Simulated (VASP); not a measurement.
# Hf in VASP: single point with PBEsol+D3(BJ)

Aim: the single point of Hf with PBEsol+D3(BJ).

Program: VASP 6.6.1. These are calculated values, not measurements. Logs are shortened: lines on timing, memory, paths and dates and some standing lists are left out, and cuts for length are marked.

**1. Starting point**

The cell holds a slab with vacuum, 4 atoms: a = 3.124 Å, b = 3.124 Å, c = 27.435 Å, α = 90.00°, β = 90.00°, γ = 120.00°.

The cell was built by a generator and needn't be a form met in nature.

**2. Single point, PBEsol+D3(BJ)**

File INCAR:

```
SYSTEM = Hf
  PREC = Accurate
  ENCUT = 520
  EDIFF = 1E-6
  ISMEAR = 1
  SIGMA = 0.1
  LREAL = .FALSE.
  LASPH = .TRUE.
  NELM = 100
  ALGO = Fast
  ISIF = 2
  LWAVE = .FALSE.
  LCHARG = .FALSE.
  LDIPOL = .TRUE.
  IDIPOL = 3
  DIPOL = 0.5 0.5 0.388
  GGA = PS
  IVDW = 12
  NBANDS = 28
```

File KPOINTS:

```
Automatic mesh
0
G
  12 12 1
  0 0 0
```

File POSCAR:

```
Hf
1.0
    3.1236330269      0.0000000000      0.0000000000
   -1.5618165135      2.7051455534      0.0000000000
    0.0000000000      0.0000000000     27.4354155915
Hf
4
Direct
    0.3333333333      0.6666666667      0.2551446679
    0.6666666667      0.3333333333      0.3409071097
    0.3333333333      0.6666666667      0.4346601272
    0.6666666667      0.3333333333      0.5229615596
```

Potentials or basis: VASP PAW PBE potentials, release 64 (Hf_pv).

Started as:

```console
$ cat potpaw_PBE.64/Hf_pv/POTCAR > POTCAR
$ mpirun -np 1 vasp_std > vasp.out
```

OUTCAR:

```text
SYSTEM = Hf
   PREC = Accurate
   ENCUT = 520
   EDIFF = 1E-6
   ISMEAR = 1
   LREAL = .FALSE.
   LASPH = .TRUE.
   NELM = 100
   ISIF = 2
   GGA = PS
   IVDW = 12
 IVDW          = 12

 ion  position               nearest neighbor table
   1  0.333  0.667  0.255-   2 2.96   2 2.96   2 2.96
   2  0.667  0.333  0.341-   1 2.96   1 2.96   1 2.96   3 3.14   3 3.14   3 3.14
   3  0.333  0.667  0.435-   4 3.02   4 3.02   4 3.02   2 3.14   2 3.14   2 3.14
   4  0.667  0.333  0.523-   3 3.02   3 3.02   3 3.02

  LATTYP: Found a hexagonal cell.
 ALAT       =     3.1236330269
 C/A-ratio  =     8.7831750258

  Lattice vectors:

 A1 = (   3.1236330269,   0.0000000000,   0.0000000000)
 A2 = (  -1.5618165135,   2.7051455534,   0.0000000000)
 A3 = (   0.0000000000,   0.0000000000,  27.4354155915)

Analysis of symmetry for initial positions (statically):
=====================================================================
 Subroutine PRICEL returns:
 Original cell was already a primitive cell.

 Routine SETGRP: Setting up the symmetry group for a
 hexagonal supercell.

 Subroutine GETGRP returns: Found  6 space group operations
 (whereof  6 operations were pure point group operations)
 out of a pool of 24 trial point group operations.

The static configuration has the point symmetry C_3v.

Analysis of symmetry for dynamics (positions and initial velocities):
=====================================================================
 Subroutine PRICEL returns:
 Original cell was already a primitive cell.

 Routine SETGRP: Setting up the symmetry group for a
 hexagonal supercell.

 Subroutine GETGRP returns: Found  6 space group operations
 (whereof  6 operations were pure point group operations)
 out of a pool of 24 trial point group operations.

The dynamic configuration has the point symmetry C_3v.

 Subroutine INISYM returns: Found  6 space group operations
 (whereof  6 operations are pure point group operations),
 and found     1 'primitive' translations

----------------------------------------------------------------------------------------

                                     Primitive cell

  volume of cell :     231.8260

  direct lattice vectors                    reciprocal lattice vectors
     3.123633027  0.000000000  0.000000000     0.320140039  0.184832938  0.000000000
    -1.561816513  2.705145553  0.000000000     0.000000000  0.369665876  0.000000000
[... 90 lines left out ...]
   ISYM   =      2    0-nonsym 1-usesym 2-fastsym
   POTIM  = 0.5000    time-step for ionic-motion
   TEBEG  =    0.0;   TEEND  =   0.0 temperature during run
   PSTRESS=    0.0 pullay stress
   NELECT =      40.0000    total number of electrons
   NUPDOWN=      -1.0000    fix difference up-down
   EMIN   =  10.00;   EMAX   =-10.00  energy-range for DOS
   EFERMI =   0.00;   METHOD = LEGACY
   ISMEAR =     1;   SIGMA  =   0.10  broadening in eV -4-tet -1-fermi 0-gaus
   EFERMI_NEDOS =   21; number of points for ismear=-14 and -15
   IALGO  =     68    algorithm
   IMIX   =      4    mixing-type and parameters
     AMIX     =   0.40;   BMIX     =  1.00
     AMIX_MAG =   1.60;   BMIX_MAG =  1.00
  volume/ion in A,a.u.               =      57.96       391.11
  Fermi-wavevector in a.u.,A,eV,Ry     =   0.911397  1.722290 11.301596  0.830644
  Thomas-Fermi vector in A             =   2.035671
   LORBIT       =      0    0 simple, 1 ext, 2 COOP (PROOUT), +10 PAW based schemes
   GGA     = PS    functional components
   LHFCALC =     F    Hartree Fock is set to
   AEXX    =    0.0000 exact exchange contribution
   IVDW    =    12    specifies the selected vdW correction
   LEPSILON=     F    determine dielectric tensor
   LRPA    =     F    only Hartree local field effects (RPA)
 non-spin polarized calculation
 RMM-DIIS sequential band-by-band and
 Methfessel and Paxton  Order N= 1 SIGMA  =   0.10
  energy-cutoff  :      520.00
  volume of cell :      231.83
 maximum number of plane-waves:      6290
 NGX is ok and might be reduce to    24
   NGX = 11   NGY = 11   NGZ =103

 dipolmoment           0.000000      0.000000     -0.000488 electrons x Angstroem

 number of electron      39.9999994 magnetization

 dipolmoment           0.000000      0.000000      0.002293 electrons x Angstroem

 Free energy of the ion-electron system (eV)
  ---------------------------------------------------
  ext. energy  EPLUGINS =         0.00000000
  ---------------------------------------------------
  free energy    TOTEN  =       -39.94825412 eV

  energy without entropy =      -39.94185965  energy(sigma->0) =      -39.94612263

 E-fermi :  -0.9115     XC(G=0):  -5.0015

 val. band max:       -0.9120679853   @ k =   0.3333   0.1667   0.0000
 cond. band min:      -0.8998778962   @ k =   0.3333   0.0833   0.0000
 fundamental gap:      0.0121900891
 Fermi energy:        -0.9115254376

 k-point     1 :       0.0000    0.0000    0.0000
  band No.  band energies     occupation
      1     -31.8878      2.00000
      2     -31.7998      2.00000
      3     -31.2212      2.00000
      4     -31.1888      2.00000
      5     -31.1888      2.00000
      6     -31.1422      2.00000
[... 578 lines left out ...]
     27       2.3945      0.00000
     28       3.3144      0.00000

------------------------ aborting loop because EDIFF is reached ----------------------------------------

 vacuum level on the upper side and lower side of the slab       (xc-potential included)         0.016        -0.033

 Edisp (eV)   -1.50950

 E8    (eV) :    -1.1620

  FORCE on cell =-STRESS in cart. coord.  units (eV):
  Direction    XX          YY          ZZ          XY          YZ          ZX
  --------------------------------------------------------------------------------------
  -------------------------------------------------------------------------------------
  Total      -1.67257    -1.67257    -1.30033     0.00000     0.00000    -0.00000
  in kB     -11.55934   -11.55934    -8.98671     0.00000     0.00000    -0.00000
  external pressure =      -10.70 kB  Pullay stress =        0.00 kB

 VOLUME and BASIS-vectors are now :
 -----------------------------------------------------------------------------
  energy-cutoff  :      520.00
  volume of cell :      231.83
      direct lattice vectors                 reciprocal lattice vectors
     3.123633027  0.000000000  0.000000000     0.320140039  0.184832938  0.000000000
    -1.561816513  2.705145553  0.000000000     0.000000000  0.369665876  0.000000000
     0.000000000  0.000000000 27.435415591     0.000000000  0.000000000  0.036449238

 POSITION                                       TOTAL-FORCE (eV/Angst)
 -----------------------------------------------------------------------------------
     -0.00000      1.80343      7.00000         0.000000      0.000000      0.091207
      1.56182      0.90172      9.35293         0.000000     -0.000000     -0.118362
     -0.00000      1.80343     11.92508        -0.000000      0.000000      0.495158
      1.56182      0.90172     14.34767        -0.000000     -0.000000     -0.468003
 -----------------------------------------------------------------------------------
    total drift:                                0.000000     -0.000000      0.000053

  FREE ENERGIE OF THE ION-ELECTRON SYSTEM (eV)
  ---------------------------------------------------
  free  energy   TOTEN  =       -41.4577492001 eV

  energy  without entropy=      -41.4513547337  energy(sigma->0) =      -41.45561771

 vacuum level on the upper side and lower side of the slab         3.652         3.603
```

OSZICAR:

```text
N       E                     dE             d eps       ncg     rms          rms(c)
DAV:   1     0.132766173982E+03    0.13277E+03   -0.22393E+04  1448   0.119E+03
DAV:   2    -0.339873953540E+02   -0.16675E+03   -0.16364E+03  1336   0.266E+02
DAV:   3    -0.430514171211E+02   -0.90640E+01   -0.87216E+01  1268   0.449E+01
[... 30 lines left out ...]
RMM:  34    -0.399482454271E+02   -0.52141E-05   -0.78173E-07   832   0.278E-03    0.449E-02
RMM:  35    -0.399482473458E+02   -0.19188E-05   -0.49722E-07   687   0.208E-03    0.102E-02
RMM:  36    -0.399482500371E+02   -0.26913E-05   -0.29169E-07   639   0.175E-03    0.773E-03
RMM:  37    -0.399482536758E+02   -0.36387E-05   -0.42532E-07   594   0.161E-03    0.107E-02
RMM:  38    -0.399482541178E+02   -0.44203E-06   -0.17186E-07   512   0.139E-03
   1 F= -.41457749E+02 E0= -.41455618E+02  d E =-.639447E-02
```

Wall time 4 min (1 thread of AMD EPYC 9R45 (Zen 5), shared host); peak memory 0.36 GiB.

What came out:

| Property | Result |
| --- | --- |
| Free energy | -41.4577 eV |
| Largest force | 0.495 eV/Å |
| Band gap on the k mesh | none (metal or under the smearing width) |
| Dispersion energy per atom | -0.377 eV |

Forces on the atoms (eV/Å):
```
Hf   0.000  0.000  0.091
Hf   0.000  0.000 -0.118
Hf   0.000  0.000  0.495
Hf   0.000  0.000 -0.468
```

Caveat: the PAW data sets were made with another functional, which shifts forces and pressure a little.
